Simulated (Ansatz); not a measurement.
# Relaxing Si

Theory: DFT PBEsol, scalar-relativistic, plane waves, PAW in Ansatz 0.2.0. Cutoff 420 eV, Γ-centred k mesh, Gaussian smearing, no spin polarisation in the final step.

Si was placed on the samarium (9R) structure type (R-3m, No. 166), at a guessed volume.

```yaml
crystal:
  lattice:
    - [1.61322, 0.93139, 7.79658]
    - [-1.61322, 0.93139, 7.79658]
    - [0.00000, -1.86278, 7.79658]
  atoms:
    - { symbol: Si, position: [0.00000, 0.00000, 0.00000] }
    - { symbol: Si, position: [0.22222, 0.22222, 0.22222] }
    - { symbol: Si, position: [0.77778, 0.77778, 0.77778] }
```

Cell and atoms relax at zero pressure; the relaxation can't lower the symmetry of the start. After a coarse first stage the cell is made exact in the group found at 0.06 Å.

Energies count from the standard state of Si at the same level.

Problem. What does it relax into?

Solution. It keeps R-3m (No. 166). The result has the samarium (9R) structure. Conventional cell: a = 2.693 Å, c = 20.079 Å. Si on Wyckoff site a (1 atom of the primitive cell) has 12 Si at 2.69–2.72 Å; around Si on Wyckoff site c (2 atoms of the primitive cell) lie 12 Si at 2.69–2.73 Å.

```cif
data_structure
_symmetry_space_group_name_H-M 'R-3m:H'
_symmetry_Int_Tables_number 166
_cell_length_a 2.6932
_cell_length_b 2.6932
_cell_length_c 20.0793
_cell_angle_alpha 90.000
_cell_angle_beta 90.000
_cell_angle_gamma 120.000
_cell_volume 126.13
loop_
_atom_site_label
_atom_site_type_symbol
_atom_site_symmetry_multiplicity
_atom_site_Wyckoff_symbol
_atom_site_fract_x
_atom_site_fract_y
_atom_site_fract_z
_atom_site_occupancy
Si1 Si 3 a 0.00000 0.00000 0.00000 1
Si2 Si 6 c 0.33333 0.66667 0.88910 1
```

Problem. What are its volume, energy, density and gap?

Solution. The volume per atom is 14.01 Å³ and the density is 3.33 g/cm³. The energy over the standard structure is 0.39 eV/atom and the gap on the 21×21×21 mesh is 0 eV (a metal).

The final run used a 21×21×21 mesh on its 3-atom cell and 0.10 eV smearing. For metals, differences of a few meV/atom aren't resolved. A structure relaxed within its symmetry needn't be a true minimum.